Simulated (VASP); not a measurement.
# Sn (Im-3m) in VASP: further runs, part 2 of 2

VASP 6.6.1. Earlier steps stand in the parts before.

## (4) Band structure, PBE (volume scaled by 1.04)

Input file run.py:

```python
from ase.calculators.vasp import Vasp
from ase.dft.bandgap import bandgap
from ase.io import read

atoms = read('POSCAR')
calc = Vasp(
    directory='calc',
    xc='pbe',
    pp='PBE',
    setups='materialsproject',
    prec='Accurate',
    encut=520,
    ediff=1e-06,
    ismear=1,
    sigma=0.1,
    lreal=False,
    lasph=True,
    nelm=60,
    algo='Fast',
    isif=2,
    lwave=False,
    lcharg=True,
    kpts=[10, 10, 10],
    gamma=True,
    nbands=13,
)
atoms.calc = calc

print('energy (eV):', atoms.get_potential_energy())
print('free energy (eV):', atoms.get_potential_energy(force_consistent=True))
efermi = calc.get_fermi_level()
print('Fermi level (eV):', efermi)
path = atoms.cell.bandpath(npoints=60, eps=1e-4)
print('path:', path.path)
calc.set(kpts=path.kpts, reciprocal=True, icharg=11, isym=0, lcharg=False)
calc.calculate(atoms)
print('gap on the path (eV):', bandgap(calc, efermi=efermi)[0])
print('direct gap on the path (eV):', bandgap(calc, efermi=efermi, direct=True)[0])
```

Input file POSCAR:

```
Sn
1.0
   -1.9195843076      1.9195843076      1.9195843076
    1.9195843076     -1.9195843076      1.9195843076
    1.9195843076      1.9195843076     -1.9195843076
Sn
1
Direct
    0.0000000000      0.0000000000      0.0000000000
```

Potentials or basis: VASP PAW PBE potentials, release 64 (Sn_d).

On the command line:

```
$ python run.py
```

Output:

```text
energy (eV): -3.75717697
free energy (eV): -3.75687541
Fermi level (eV): 7.56766039
path: GHNGPH,PN
gap on the path (eV): 0.0
direct gap on the path (eV): 0.0
```

OUTCAR:

```text
ENCUT = 520.000000
   EDIFF = 1.00e-06
   GGA = PE
   PREC = Accurate
   ICHARG = 11
   ISIF = 2
   ISMEAR = 1
   ISYM = 0
   NELM = 60
   LASPH = .TRUE.
   LREAL = .FALSE.

 ion  position               nearest neighbor table
   1  0.000  0.000  0.000-

IMPORTANT INFORMATION: All symmetrisations will be switched off!
NOSYMM: (Re-)initialisation of all symmetry stuff for point group C_1.

----------------------------------------------------------------------------------------

                                     Primitive cell

  volume of cell :      28.2932

  direct lattice vectors                    reciprocal lattice vectors
    -1.919584308  1.919584308  1.919584308     0.000000000  0.260473061  0.260473061
     1.919584308 -1.919584308  1.919584308     0.260473061  0.000000000  0.260473061
     1.919584308  1.919584308 -1.919584308     0.260473061  0.260473061  0.000000000

  length of vectors
     3.324817550  3.324817550  3.324817550     0.368364535  0.368364535  0.368364535

  position of ions in fractional coordinates (direct lattice)
     0.000000000  0.000000000  0.000000000

  ion indices of the primitive-cell ions
[... 110 lines left out ...]
 fundamental gap:      0.0050012174
 Fermi energy:         7.2419386259

 k-point     1 :       0.0000    0.0000    0.0000
  band No.  band energies     occupation
      1     -13.9343      2.00000
      2     -13.9343      2.00000
      3     -13.9343      2.00000
      4     -13.8119      2.00000
      5     -13.8119      2.00000
      6      -3.1880      2.00000
      7      15.2156      0.00000
      8      15.2156      0.00000
      9      15.2156      0.00000
     10      19.6437      0.00000
     11      19.6439      0.00000
     12      19.6594      0.00000
     13      20.0549      0.00000
[... 354 lines left out ...]
  band No.  band energies     occupation
      1     -13.9639      2.00000
      2     -13.9105      2.00000
      3     -13.8270      2.00000
      4     -13.8163      2.00000
      5     -13.7883      2.00000
      6      -0.8641      2.00000
      7       6.6346      2.00000
      8      11.7701      0.00000
      9      13.3933      0.00000
     10      15.7750      0.00000
     11      16.1746      0.00000
     12      20.5936      0.00000
     13      22.2080      0.00000

 [... further k-points ...]
[... 5 lines left out ...]
  --------------------------------------------------------------------------------------
  -------------------------------------------------------------------------------------
  Total        1.9006693      3.6064076     -2.1874475      3.7278474      0.6744606     -0.7128901
  in kB      107.6305529    204.2226149   -123.8701509    211.0994722     38.1931636    -40.3693332
  external PRESSURE =      62.6610056 kB  Pullay stress =       0.0000000 kB

 VOLUME and BASIS-vectors are now :
 -----------------------------------------------------------------------------
  energy-cutoff  :      520.00
  volume of cell :       28.29
      direct lattice vectors                 reciprocal lattice vectors
    -1.919584308  1.919584308  1.919584308     0.000000000  0.260473061  0.260473061
     1.919584308 -1.919584308  1.919584308     0.260473061  0.000000000  0.260473061
     1.919584308  1.919584308 -1.919584308     0.260473061  0.260473061  0.000000000

 POSITION                                       TOTAL-FORCE (eV/Angst)
 -----------------------------------------------------------------------------------
      0.00000      0.00000      0.00000        -0.000037     -0.000001      0.000000
 -----------------------------------------------------------------------------------
    total drift:                               -0.000037     -0.000001      0.000000

  FREE ENERGIE OF THE ION-ELECTRON SYSTEM (eV)
  ---------------------------------------------------
  free  energy   TOTEN  =        -3.1787787089 eV

  energy  without entropy=       -3.1761940287  energy(sigma->0) =       -3.17791715
```

INCAR:

```text
ENCUT = 520.000000
SIGMA = 0.100000
EDIFF = 1.00e-06
ALGO = Fast
GGA = PE
PREC = Accurate
ICHARG = 11
ISIF = 2
ISMEAR = 1
ISYM = 0
NBANDS = 13
NELM = 60
LASPH = .TRUE.
LCHARG = .FALSE.
LWAVE = .FALSE.
LREAL = .FALSE.
```

Run time: 44 s. Hardware: 1 thread of Intel Xeon Platinum 8559C (Emerald Rapids), shared host; peak memory 0.15 GiB.

Results:

```
Band gap along the path : none (metal or under the smearing width)
```

Levels at the corners of the path, in eV from the Fermi level:
| point | band 3 | band 4 | band 5 | band 6 | band 7 | band 8 | band 9 | band 10 | band 11 | band 12 |
| --- | --- | --- | --- | --- | --- | --- | --- | --- | --- | --- |
| Γ | -21.50 | -21.38 | -21.38 | -10.76 | 7.65 | 7.65 | 7.65 | 12.08 | 12.08 | 12.09 |
| H | -21.32 | -21.32 | -21.32 | -2.65 | -0.39 | -0.39 | -0.39 | 3.89 | 3.89 | 18.03 |
| N | -21.39 | -21.39 | -21.31 | -6.33 | -4.17 | 3.52 | 5.34 | 7.78 | 8.16 | 14.66 |
| Γ | -21.50 | -21.38 | -21.38 | -10.76 | 7.65 | 7.65 | 7.65 | 12.08 | 12.08 | 12.08 |
| P | -21.44 | -21.38 | -21.38 | -5.15 | -1.31 | -1.31 | -1.31 | 17.38 | 17.38 | 17.38 |
| H | -21.32 | -21.32 | -21.32 | -2.65 | -0.39 | -0.39 | -0.39 | 3.89 | 3.89 | 18.03 |
| P | -21.44 | -21.38 | -21.38 | -5.15 | -1.31 | -1.31 | -1.31 | 17.38 | 17.38 | 17.38 |
| N | -21.39 | -21.39 | -21.31 | -6.33 | -4.17 | 3.52 | 5.34 | 7.78 | 8.16 | 14.66 |

Caveat: the log is that of the step along the path at fixed density, whose energy, stress, charges and moments have no meaning; spin-orbit coupling is left out, which moves the levels of the heavy elements.

## (5) The reference run

An earlier run on the cell as given: functional PBE; potentials or basis VASP PAW PBE potentials, release 64 (Sn_d); cutoff 520 eV; k mesh 10 × 10 × 10; occupations fermi-dirac, width 0.05 eV; no spin polarisation.

- Pressure: 0.6 GPa
- Band gap on the k mesh: none (metal or under the smearing width)

## (6) The runs side by side

```tsv
task	level	spin	cell	k mesh	smearing	pressure (GPa)
band structure	MS2	off	as given	10 × 10 × 10	fermi-dirac 0.05 eV	-3.3
equation of state	PBE+MBD-FI	SOC, no magnetisation	as given	7 × 7 × 7	methfessel-paxton 0.2 eV	-
band structure	PBE	off	volume scaled by 1.04	10 × 10 × 10	methfessel-paxton 0.1 eV	-
single point	PBE	off	as given	10 × 10 × 10	fermi-dirac 0.05 eV	0.6
```

Alike in all rows: potentials or basis VASP PAW PBE potentials, release 64 (Sn_d); cutoff (eV) 520.

Caveats: spin-orbit coupling is left out, which moves the levels of the heavy elements (some runs); the PAW data sets were made with another functional, which shifts forces and pressure a little (some runs).

Total energies depend on the potentials used, so only differences within one code and one set of settings carry meaning.
